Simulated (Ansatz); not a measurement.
In doubt: masses and optical values from hybrid runs of this build are listed as unsure (in some of the runs), which bears on the screening that GW takes from such a start.

System: AlN (4H polytype) (P6_3mc).

```yaml
crystal:
  lattice:
    - [3.12023, 0.00000, 0.00000]
    - [-1.56011, 2.70220, 0.00000]
    - [0.00000, 0.00000, 10.11022]
  atoms:
    - { symbol: Al, position: [0.00000, 0.00000, 0.99875] }
    - { symbol: Al, position: [0.33333, 0.66667, 0.24983] }
    - { symbol: Al, position: [0.00000, 0.00000, 0.49875] }
    - { symbol: Al, position: [0.66667, 0.33333, 0.74983] }
    - { symbol: N, position: [0.00000, 0.00000, 0.18822] }
    - { symbol: N, position: [0.33333, 0.66667, 0.43821] }
    - { symbol: N, position: [0.00000, 0.00000, 0.68822] }
    - { symbol: N, position: [0.66667, 0.33333, 0.93821] }
```

The structure was relaxed with PBE. The runs that relaxed it are not among those shown.

Gaps computed with Ansatz 0.2.0 without a self-energy: HSE06 5.27 eV, PBE0 6.00 eV and LDA 3.92 eV.

Q: Estimate the G0W0@HSE06 gap with 6×6×2 mesh, 254 empty bands, screening to 120 eV, PAW set soft_1 files.

About 5.91 eV: on its mesh the run moves the gap from 5.27 eV by +0.65 eV. Among the scalar-relativistic levels given, PBE0 is nearest (+0.09 eV). Bands and cutoff are finite, so the gap is not at the basis limit. The miss can reach some tenths of an eV and take either sign; the mesh is an error of its own.

[Paths, hosts, dates, memory and timing lines, banners, echoed tables and standing remarks are left out of the program output.]

[Logs are printed without paths, hosts, clocks, repeated set-up lines and the standing remarks that a program may print on its own settings, such as how far it seeks lower states.]

[Runs of the session that timed out or met a known fault of the program may be left out.]

[Cells called generated may have been cut or substituted from an entry of the Crystallography Open Database or the Materials Project.]

[Hosts, paths, dates, database ids (printed as entryN), source tags and the programs' standing remarks are cut or masked in the printed files.]
